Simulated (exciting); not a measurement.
Input of an exciting (release sodium) run:

File input.xml:

```xml
<input>
  <title>ZnS</title>
  <structure speciespath="./" tshift="false">
    <crystal scale="1">
      <basevect>0.000000000000 5.106039988739 5.106039988739</basevect>
      <basevect>5.106039988739 0.000000000000 5.106039988739</basevect>
      <basevect>5.106039988739 5.106039988739 0.000000000000</basevect>
    </crystal>
    <species speciesfile="Zn.xml" rmt="2">
      <atom coord="0.750000000000 0.750000000000 0.750000000000"/>
    </species>
    <species speciesfile="S.xml" rmt="1.9">
      <atom coord="0.000000000000 0.000000000000 0.000000000000"/>
    </species>
  </structure>
  <groundstate do="fromscratch" ngridk="9 9 9" rgkmax="8.5" gmaxvr="14" lmaxapw="10" lmaxmat="10" lmaxvr="8" xctype="LDA_PW" stype="Fermi Dirac" swidth="0.00183747" nempty="10" ValenceRelativity="iora*" epsengy="1e-05" epspot="1e-05" maxscl="60" outputlevel="high"/>
  <properties>
    <bandstructure>
      <plot1d>
        <path steps="80">
          <point coord="0 0 0" label="G"/>
          <point coord="0.5 0 0.5" label="X"/>
          <point coord="0.5 0.25 0.75" label="W"/>
          <point coord="0.375 0.375 0.75" label="K"/>
          <point coord="0 0 0" label="G"/>
          <point coord="0.5 0.5 0.5" label="L"/>
          <point coord="0.625 0.25 0.625" label="U"/>
          <point coord="0.5 0.25 0.75" label="W"/>
          <point coord="0.5 0.5 0.5" label="L"/>
          <point coord="0.375 0.375 0.75" label="K" breakafter="true"/>
          <point coord="0.625 0.25 0.625" label="U"/>
          <point coord="0.5 0 0.5" label="X"/>
        </path>
      </plot1d>
    </bandstructure>
  </properties>
</input>
```

Potentials or basis: all-electron LAPW+lo, shipped species files, valence relativity iora*.

The run is started by

```sh
$ OMP_NUM_THREADS=1 exciting_smp
```

Problem. What does it give for the band gap along the path?

Solution. 1.86 eV, direct.

Problem. Estimate the band gap on the k mesh.

Solution. 1.86 eV, direct.

Levels at the corners of the path, in eV from the valence-band top:
```csv
point,band 8,band 9,band 10,band 11,band 12,band 13,band 14,band 15,band 16,band 17
Γ,-6.02,-6.02,0.00,0.00,0.00,1.86,6.23,6.23,6.23,11.51
X,-5.94,-5.79,-4.67,-2.24,-2.24,3.20,3.89,10.70,11.75,11.75
W,-6.06,-5.61,-4.67,-2.79,-2.77,5.53,5.90,7.67,8.01,12.21
K,-5.98,-5.66,-4.71,-3.17,-1.83,3.93,5.81,9.16,9.61,10.42
Γ,-6.02,-6.02,0.00,0.00,0.00,1.86,6.23,6.23,6.23,11.51
L,-5.99,-5.81,-5.38,-0.88,-0.88,3.09,6.77,6.77,8.63,11.84
U,-5.98,-5.66,-4.71,-3.17,-1.83,3.93,5.81,9.16,9.61,10.42
W,-6.06,-5.61,-4.67,-2.79,-2.77,5.53,5.90,7.67,8.01,12.21
L,-5.99,-5.81,-5.38,-0.88,-0.88,3.09,6.77,6.77,8.63,11.84
K,-5.98,-5.66,-4.71,-3.17,-1.83,3.93,5.81,9.16,9.61,10.42
U,-5.98,-5.66,-4.71,-3.17,-1.83,3.93,5.81,9.16,9.61,10.42
X,-5.94,-5.79,-4.67,-2.24,-2.24,3.20,3.89,10.70,11.75,11.75
```

**Measured values to compare with.**

“Electronic, vibrational, and thermodynamic properties of ZnS (zincblende and rocksalt structure)”, 2009, arxiv:0911.5022 quotes, for a bulk crystal of ZnS at 19 K: band gap 3.85 eV (direct).

A measured gap of ZnS is 3.85 eV (direct; 19 K; quoted in “Electronic, vibrational, and thermodynamic properties of ZnS (zincblende and rocksalt structure)”, 2009, arxiv:0911.5022); the calculated 1.86 eV misses it by -1.99 eV. So large a miss can be the level of theory's own, or it may mean another phase, state or a wrong row. The value is that of LDA, without temperature or zero-point motion. Semilocal functionals fall short of measured gaps as a rule.
